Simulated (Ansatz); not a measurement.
# linear Re chain, moments started antiparallel: one chain at several levels of theory, part 4 of 4

Aim: how far do the period, the moment and the conductance of the linear Re chain, moments started antiparallel depend on the functional, the datasets and spin-orbit coupling, and at what cost?

Ansatz 0.2.0; DFT PBE, plane waves, PAW; relaxation of a chain's period (the session's first sound run).

So far, conductance of the lead as this run defines it (G₀): step 3 (the perfect wire, level PBE, k-mesh 1×1×18) 3.83; step 5 (the wire at its relaxed period, level PBEsol, k-mesh 1×1×18) 3.99; step 7 (the wire at its relaxed period, level LDA, k-mesh 1×1×18) 4.62; step 9 (the perfect wire, level RPBE, k-mesh 1×1×17) 3.01; step 14 (two-component spinors, moment axis along the chain, PBE spin-orbit) 3.65.

### Step 15. Two-component spinors, moment axis across the chain

Level of this step: DFT PBE, plane waves, fully relativistic PAW; channels of a perfect chain with spin-orbit coupling (Ansatz).

The starting moment is set across the chain: where a moment survives, spin-orbit coupling makes energy and bands depend on its direction.

input.yaml

```yaml
crystal:
  lattice:
    - [7.5, 0.0, 0.0]
    - [0.0, 7.5, 0.0]
    - [0.0, 0.0, 4.6502710722]
  atoms:
    - { symbol: Re, position: [0.5, 0.5, 0.0], spin: 1.44, spin_axis: [0.0, 1.0, 0.0] }
    - { symbol: Re, position: [0.5, 0.5, 0.5], spin: 1.44, spin_axis: [0.0, -1.0, 0.0] }
kpoints:
  mp_grid: { grid: [1, 1, 18] }
  band_path: { path: ["Γ", Z], npoints: 60 }
scf:
  occupations: { method: fermi_dirac, width: 0.05 }
hamiltonian:
  xc: pbe
  pseudopotentials: { kind: paw_fr }
output:
  transmission:
    e_range: [-0.42, 0.42]
    de: 0.035
    kmesh: [1, 1]
    reduced_basis: false
    leads: [[0, 0]]
magnetization:
  noncollinear: true
  spin_orbit: true
```

On the command line:

```bash
$ ansatz run input.yaml --threads 4 --pin off --max-ram 8192MiB --backend cpu --events-out ev --progress --plain --runs-dir out
```

Numbers of over 12 decimals in the logs are rounded to 6 here.

Output:

```text
[...]
Crystal: 2 atoms, lattice volume = 261.578 Å³
Basis set: ecut = 420 eV, 5127 PW (Γ)
Bands: 38, of which v1, the nominal top of the filled ones, is band 30 counted from 1 (29 counted from 0)
Symmetry: 8 space group operations + 8 with time reversal
[...]
k-points: 10 of 18
Projection manifold: j_resolved (fully-relativistic pseudo-atomic orbitals)
[...]
--- Transmission ---
  basis      : 497 plane waves across, 8 finite elements along
  points     : 1, standing for a mesh of 1 x 1
[...]
crystal 0  : Re2, at the sites [0, 0], period 4.6503 Å: whole cells are its period
[...]
filled         : 9.7 meV over the level at which it is neutral
    channels       : 8.000000e0 of both spins
[...]
[key lines of the parts left out:]
SCF converged after 13 iterations
Magnetization: |M| = 0.0000 μB,  M = (+0.0000, -0.0000, +0.0000) μB
Free energy (F): -21779.656184 eV
Fermi energy:    -1.102704 eV
```

It took 9.1 min on 4 threads of Arm Neoverse V2, shared host; peak memory 4.7 GiB.

This step gave:

```
energy at zero smearing                        : -21779.6501 eV
absolute moment                                : 4.565 μB
conductance of the lead as this run defines it : 3.858 G₀
```

At the computed energy nearest the Fermi level there are 8 spinor channels, and the thermal average gives 3.86 G₀. The run ends with an absolute moment of 4.56 μB a cell.

For the conductance of the lead as this run defines it, step 14 gave 3.65 G₀; this run, with moment axis across the chain, gives 3.86 G₀ (+6 %).

### Step 16. A repeat with changed settings: output.transmission.reduced_basis = false

This step: DFT PBE, plane waves, PAW; channels and complex bands of a perfect chain; changed: output.transmission.reduced_basis = false (Ansatz 0.2.0).

The atoms of the run on the perfect lead (PBE) are kept and the input is varied, to see whether the result depends on it. The ELF is not written this time.

input.yaml, the sections that differ from step 15:

```yaml
crystal:
  lattice:
    - [7.5, 0.0, 0.0]
    - [0.0, 7.5, 0.0]
    - [0.0, 0.0, 4.6502710722]
  atoms:
    - { symbol: Re, position: [0.5, 0.5, 0.0], spin: 1.44 }
    - { symbol: Re, position: [0.5, 0.5, 0.5], spin: -1.44 }
magnetization:
  spin_polarized: true
hamiltonian:
  xc: pbe
output:
  transmission:
    e_range: [-2, 2]
    de: 0.035
    kmesh: [1, 1]
    reduced_basis: false
    leads: [[0, 0]]
  dos: { projected: true, e_range: [-6, 4] }
  write_potential: true
  write_density: true
  volumetric_format: npy
# kpoints, scf: as in step 15
```

Output:

```text
[...]
Crystal: 2 atoms, lattice volume = 261.578 Å³
Basis set: ecut = 420 eV, 5127 PW (Γ)
Bands: 21, of which v1, the nominal top of the filled ones, is band 15 counted from 1 (14 counted from 0)
Symmetry: 16 space group operations
[...]
k-points: 10 of 18
[...]
Starting moments: Σ|m| = 2.88 μB on 2 of 2 sites
[...]
SCF iter   1: F=—  HF=-21725.377263 eV  |F-HF|=—  |Δ(HF+E_count)|=         —  Δρ=1.41e-2 (↑1.41e-2 ↓1.41e-2)  dr2=1.44e0  dr2_m=2.56e-1  M=0.000 μB ∫|m|=3.408 μB  β_m=0.30  ethr=3.10e-3  ⟨swp⟩=6.3  Hψ=1015  notcnv=0
[...]
SCF iter   9: F=-21725.926768 eV  HF=-21725.926768 eV  |F-HF|=2.84e-10  |Δ(HF+E_count)|=   1.33e-6  Δρ=3.27e-7 (↑3.27e-7 ↓3.26e-7)  dr2=5.27e-10  dr2_m=2.79e-11  M=0.000 μB ∫|m|=4.707 μB  ethr=1.36e-10  ⟨swp⟩=1.7  Hψ=634  notcnv=0
SCF 1 converged in 9 iterations: F = -21725.926768 eV  dr2 = 5.27e-10
[...]
transmission: 8 of 16 steps passed
transmission: 16 of 16 steps passed
[...]
SCF converged after 9 iterations
Magnetization: 0.0000 μB (15.0000 up, 15.0000 down)
Absolute magnetization: 4.7075 μB (∫|ρ↑−ρ↓|, with the PAW one-centre terms)
[...]
Per-site moments (μB) at R_I (Å): [(1.416876, 0.959118), (-1.416876, 0.959118)]
Free energy (F): -21725.926768 eV
[...]
Internal energy: -21725.901131 eV  (E = F + TS)
E sigma→0 (E₀):  -21725.913950 eV
Entropy (-TS):   -0.025637 eV (-12.819 meV/atom)
Fermi energy:    -1.114281 eV
[...]
--- Band table (eV; the first three rows and the last of 20) ---
  k-point 0 ↑: bands = [... 11 lower, -3.8388, -2.9705, -2.9602, -0.2265, -0.2136, 0.3005, 0.7391, 0.7391, ... 2 higher]
  k-point 1 ↑: bands = [... 11 lower, -3.8224, -2.9627, -2.9525, -0.2406, -0.2276, 0.2446, 0.6792, 0.6792, ... 2 higher]
  k-point 2 ↑: bands = [... 11 lower, -3.7735, -2.9399, -2.9301, -0.2815, -0.2682, 0.0866, 0.4999, 0.4999, ... 2 higher]
  k-point 9 ↓: bands = [... 11 lower, -2.6612, -2.6572, -2.3292, -2.2937, -2.2937, -2.2032, -1.1547, -0.7384, ... 2 higher]
--- Transmission ---
  basis      : 497 plane waves across, 8 finite elements along
  points     : 1, standing for a mesh of 1 x 1
[...]
crystal 0  : Re2, at the sites [0, 0], period 4.6503 Å: whole cells are its period
[...]
filled         : 5.6 meV over the level at which it is neutral
    channels       : 4.000000e0 up, 4.000000e0 down
[...]
```

The job ended after 7.1 min (4 threads; peak memory 3.2 GiB; 27 min of CPU time).

Numbers from this step:

| Item | Value |
| --- | --- |
| energy at zero smearing | -21725.9139 eV |
| absolute moment | 4.707 μB |
| channels at the energy nearest the Fermi level, spin up | 4 |
| channels at the energy nearest the Fermi level, spin down | 4 |
| conductance of the lead as this run defines it | 3.827 G₀ |

The open channels of the lead by energy, zero at the Fermi level:

| energy (eV) | spin up | spin down |
| --- | --- | --- |
| -2.000 | 4 | 4 |
| -1.790 | 3 | 3 |
| -1.615 | 3 | 3 |
| -1.405 | 1 | 1 |
| -1.195 | 0 | 0 |
| -0.985 | 3 | 3 |
| -0.810 | 3 | 3 |
| -0.600 | 3 | 3 |
| -0.390 | 3 | 3 |
| -0.215 | 3 | 3 |
| -0.005 | 4 | 4 |
| 0.205 | 4 | 4 |
| 0.415 | 6 | 6 |
| 0.590 | 6 | 6 |
| 0.800 | 6 | 6 |
| 1.010 | 4 | 4 |
| 1.185 | 4 | 4 |
| 1.395 | 4 | 4 |
| 1.605 | 3 | 3 |
| 1.815 | 3 | 3 |

It took 7.1 min against 39 s for the run it varies, and the conductance is 3.83 G₀ against 3.83 G₀.

The absolute moment, channels at the energy nearest the Fermi level, spin up, channels at the energy nearest the Fermi level, spin down and conductance of the lead as this run defines it stay within 0.2 % plus 0.001 of the run it varies.

### Step 17. A repeat with changed settings: output.transmission.temperature = 150.0

This step: DFT PBE, plane waves, PAW; channels and complex bands of a perfect chain; changed: output.transmission.temperature = 150.0 (Ansatz 0.2.0).

The atoms of the run on the perfect lead (PBE) are kept and the input is varied, to see whether the result depends on it. The ELF is not written this time.

input.yaml, as its differences from that of step 16:

```diff
@@ -22,4 +22,5 @@
     kmesh: [1, 1]
-    reduced_basis: false
+    reduced_basis: true
     leads: [[0, 0]]
+    temperature: 150.0
   dos: { projected: true, e_range: [-6, 4] }
```

Output:

```text
[...]
Crystal: 2 atoms, lattice volume = 261.578 Å³
Basis set: ecut = 420 eV, 5127 PW (Γ)
Bands: 21, of which v1, the nominal top of the filled ones, is band 15 counted from 1 (14 counted from 0)
Symmetry: 16 space group operations
[...]
k-points: 10 of 18
[...]
Starting moments: Σ|m| = 2.88 μB on 2 of 2 sites
[...]
basis      : 497 plane waves across, 6 finite elements along
  points     : 1, standing for a mesh of 1 x 1
[...]
crystal 0  : Re2, at the sites [0, 0], period 4.6503 Å: whole cells are its period
[...]
channels       : 4.000000e0 up, 4.000000e0 down
    conductance    : none, the energies end too early or step too widely for 150 K: set another output.transmission.e_range or a lower de, or, where they end at an eighth of basis.ecutwfc, a higher one
[key lines of the parts left out:]
SCF converged after 9 iterations
Magnetization: 0.0000 μB (15.0000 up, 15.0000 down)
Free energy (F): -21725.926768 eV
Fermi energy:    -1.114281 eV
```

Elapsed: 44 s, on 4 threads; peak memory 0.63 GiB; 2.7 min of CPU time.

Open channels of the lead against energy, zero at the Fermi level:

| energy (eV) | spin up | spin down |
| --- | --- | --- |
| -2.00 | 4 | 4 |
| -1.90 | 1 | 1 |
| -1.79 | 3 | 3 |
| -1.69 | 3 | 3 |
| -1.58 | 3 | 3 |
| -1.48 | 1 | 1 |
| -1.37 | 1 | 1 |
| -1.23 | 1 | 1 |
| -1.12 | 2 | 2 |
| -1.02 | 3 | 3 |
| -0.92 | 3 | 3 |
| -0.81 | 3 | 3 |
| -0.70 | 3 | 3 |
| -0.60 | 3 | 3 |
| -0.49 | 3 | 3 |
| -0.39 | 3 | 3 |
| -0.28 | 3 | 3 |
| -0.18 | 3 | 3 |
| -0.07 | 3 | 3 |
| -0.01 | 4 | 4 |
| 0.07 | 4 | 4 |
| 0.17 | 4 | 4 |
| 0.28 | 4 | 4 |
| 0.38 | 5 | 5 |
| 0.48 | 6 | 6 |
| 0.59 | 6 | 6 |
| 0.69 | 6 | 6 |
| 0.80 | 6 | 6 |
| 0.91 | 4 | 4 |
| 1.01 | 4 | 4 |
| 1.11 | 4 | 4 |
| 1.22 | 4 | 4 |
| 1.36 | 4 | 4 |
| 1.47 | 3 | 3 |
| 1.57 | 3 | 3 |
| 1.68 | 3 | 3 |
| 1.78 | 3 | 3 |
| 1.89 | 1 | 1 |
| 1.99 | 1 | 1 |

It took 44 s against 39 s for the run it varies; the program gives no conductance for this window, step and temperature, so that result is lost.

The absolute moment, channels at the energy nearest the Fermi level, spin up and channels at the energy nearest the Fermi level, spin down stay within 0.2 % plus 0.001 of the run it varies.

### Step 18. Summary of results

```
cell length, PBE                                                   : 4.650 Å
cell length, PBEsol                                                : 4.575 Å
cell length, LDA                                                   : 4.485 Å
cell length, RPBE                                                  : 4.725 Å
cell length, PBE, NC files                                         : 4.652 Å
cell length, PBE, no spin                                          : 4.511 Å
conductance, PBE                                                   : 3.83 G₀
absolute moment, PBE                                               : 4.71 μB
conductance, PBEsol                                                : 3.99 G₀
absolute moment, PBEsol                                            : 4.21 μB
conductance, LDA                                                   : 4.62 G₀
absolute moment, LDA                                               : 2.62 μB
conductance, RPBE                                                  : 3.01 G₀
absolute moment, RPBE                                              : 5.35 μB
conductance, with spin-orbit coupling, moment along the chain      : 3.65 G₀
absolute moment, with spin-orbit coupling, moment along the chain  : 4.61 μB
conductance, with spin-orbit coupling, moment across the chain     : 3.86 G₀
absolute moment, with spin-orbit coupling, moment across the chain : 4.56 μB
```

Under PBE the cell's length is 4.65 Å, the absolute moment is 4.71 μB a cell, and it is a metal with 4 spin-up and 4 spin-down channels next to the Fermi level, 3.83 G₀ at 300 K (3.01 to 4.62 over the functionals). The cell's length spans 5.3 % over the functionals, shortest under LDA and longest under RPBE. A perfect wire passes every open channel, so the conductance counts half a G₀ for each forward-moving state at the Fermi level, spin by spin; the value here is no such multiple, since a band edge lies within the thermal window. At the relaxed period it is a straight line with bonds of 2.33 Å, as the straight start enforces by symmetry. With spin-orbit coupling the conductance is 3.65 G₀ for the moment along the chain and 3.86 G₀ across it, and the moment across the chain lies 118.8 meV a cell lower. Spin polarisation changes the energy by -0.415 eV a cell and the cell's length by 3.1 %. Transport is coherent and elastic here: the atoms are frozen, so scattering by vibrations plays no part. No search over magnetic orders was made; another may lie lower. Conductances of a perfect chain off the multiples of half a G0 come from band edges within the thermal window; the square box also splits pairs of bands that an isolated chain keeps degenerate, which moves such edges.

[Logs are printed without paths, hosts, clocks, repeated set-up lines and the standing remarks that a program may print on its own settings, such as how far it seeks lower states.]

[Hosts, paths, dates, database ids (printed as entryN), source tags and the programs' standing remarks are cut or masked in the printed files.]
